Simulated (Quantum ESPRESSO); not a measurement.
**As under changes of volume**

One of the cells (21.530 Å³/atom); the others are scaled copies at fixed shape and fractional positions:

```
As
1.0
     1.88080    1.08588    3.51406
    -1.88080    1.08588    3.51406
     0.00000   -2.17176    3.51406
As
2
Direct
  0.22600 0.22600 0.22600
  0.77400 0.77400 0.77400
```

* Program: Quantum ESPRESSO 7.5
* Functional: r2SCAN
* Potentials or basis: SG15 PBE 1.2
* Cutoff: 952 eV
* Density cutoff: 3810 eV
* k mesh: 6 × 6 × 6
* Occupations: fermi-dirac, width 0.05 eV
* Spin: no spin polarisation

```tsv
volume (Å³/atom)	energy over the lowest point (meV/atom)	pressure (GPa)
20.239	62.37	9.7
20.669	39.43	7.4
21.100	22.25	5.4
21.530	?	?
21.961	3.02	1.9
22.392	0.00	0.4
22.822	0.81	-1.0
```

**Question.** What does the run at 21.530 Å³/atom give?

**Answer.** Energy over the lowest point 10.29 meV/atom; pressure 3.6 GPa.

Worked out: A Birch-Murnaghan fit of order 3 (a polynomial in V^(-2/3)) to the other rows has its minimum at 22.51 Å³/atom with B0 = V·E''(V) = 72 GPa and B' = 4.3 at fixed shape and positions, which overstates the stiffness. It gives 10.29 meV/atom at 21.530 Å³/atom, against the run's 10.29, and -dE/dV = 3.5 GPa, against 3.6.

Energies are extrapolated to zero smearing.

Caveats: the potentials were made for another functional, which shifts forces and pressure.
